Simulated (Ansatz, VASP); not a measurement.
## GaAs: VASP beside Ansatz

```
CELL_PARAMETERS angstrom
0.00000 2.80458 2.80458
2.80458 0.00000 2.80458
2.80458 2.80458 0.00000
ATOMIC_POSITIONS crystal
Ga 0.00000 0.00000 0.00000
As 0.25000 0.25000 0.25000
```

Alike in both runs: task single point; functional r2SCAN; k mesh 8 × 8 × 8; occupations gaussian, width 0.02 eV; no spin polarisation.

|  | VASP | Ansatz |
| --- | --- | --- |
| version | VASP 6.6.1 | Ansatz 0.2.0 |
| potentials or method | VASP PAW PBE potentials, release 64 (Ga_d, As) | scalar-relativistic, plane waves, PAW |
| plane-wave cutoff (eV) | 520 | 500 |
| valence electrons in the cell | 18 | 28 |

|  | VASP | Ansatz | Ansatz less VASP |
| --- | --- | --- | --- |
| gap on the k mesh at the Fermi level (eV) | 1.19 | 1.21 | +0.020 |
| least direct gap on the mesh (eV) | 1.19 | 1.21 | +0.020 |
| pressure (GPa) | 2.5 | 2.4 | -0.12 |

The two sets of potentials don't hold the same shells in valence.

Caveats: the PAW data sets were made with another functional, which shifts forces and pressure a little (VASP). r2SCAN opens gaps a little over a GGA but as a rule still falls short of measured ones. A k mesh can miss the band edges.
